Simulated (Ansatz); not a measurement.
SrTiO₃ under strain — ⁸⁷Sr NMR of the central transition

Cell: a structure deposited in the COD, relaxed with PBE at fixed cell and then changed (z compressed by 3 %, ions relaxed).

```xyz
10
Lattice="-2.7555 2.7555 3.7811 2.7555 -2.7555 3.7811 2.7555 2.7555 -3.7811" Properties=species:S:1:pos:R:3 pbc="T T T"
Sr    0.0000    2.7555    1.8905
Sr    2.7555    0.0000    1.8905
Ti    0.0000    0.0000    0.0000
Ti    0.0000    0.0000    3.7811
O     0.0000    0.0000    1.8905
O     0.0000    0.0000    5.6716
O     1.2828    4.0383    0.0000
O     1.4727    1.2828    0.0000
O     1.4727   -1.2828    3.7811
O     1.2828    1.4727    3.7811
```

Atom numbers follow the list; atoms alike are taken as one site, whose name carries the number of the first.

Method: Kohn–Sham DFT in Ansatz, PBE, plane waves and PAW, scalar-relativistic, 420 eV cutoff, Γ-centred 8×8×8 k-points, Fermi–Dirac smearing 0.02 eV.

⁸⁷Sr has I = 9/2 and Q = 305.0 mb (Pyykkö 2018); at 35.2 T its Larmor frequency is ν₀ = 65.2 MHz. Only the quadrupole interaction is simulated: positions count from each site's isotropic chemical shift, and J coupling is left out, as are shift anisotropy and dipolar coupling, which fast spinning averages.

Simulated pattern of one Sr site (fast magic-angle spinning, Gaussian broadening 0.1 kHz):

offset (kHz), height and a bar:
```
   -5.252          0 
   -5.129          0 
   -5.006          3 #
   -4.882          4 #
   -4.759          4 #
   -4.636          4 #
   -4.512          4 #
   -4.389          5 #
   -4.265          5 #
   -4.142          5 #
   -4.019          5 #
   -3.895          5 ##
   -3.772          5 ##
   -3.649          5 ##
   -3.525          5 ##
   -3.402          6 ##
   -3.278          8 ##
   -3.155         69 #####################
   -3.032         68 ####################
   -2.908         47 ##############
   -2.785         40 ############
   -2.662         36 ###########
   -2.538         34 ##########
   -2.415         32 ##########
   -2.291         32 ##########
   -2.168         31 #########
   -2.045         31 #########
   -1.921         31 #########
   -1.798         32 ##########
   -1.675         33 ##########
   -1.551         34 ##########
   -1.428         36 ###########
   -1.304         38 ###########
   -1.181         42 #############
   -1.058         48 ###############
   -0.934         60 ##################
   -0.811        100 ##############################
   -0.688         66 ####################
   -0.564          1 
   -0.441          0
```

Problem. Which |C_Q| and η does the pattern imply?

Solution. The pattern spans 4.32 kHz before broadening and its centre of gravity is at -2.01 kHz, which fixes P_Q; the places of the horns and steps fix η. That gives P_Q = 9.72 MHz, |C_Q| = 9.72 MHz and η = 0.00. The sign of C_Q can't be read from the pattern.

An axis of threefold or higher order runs through Sr, so V_zz lies along it and η is zero.

Without spin–orbit coupling (the program notes it for Sr) the gradients are little affected as a rule: paired runs on crystals with a gap mostly move them by under 2 % at such atoms. At this changed cell the PBE pressure is 12 GPa.
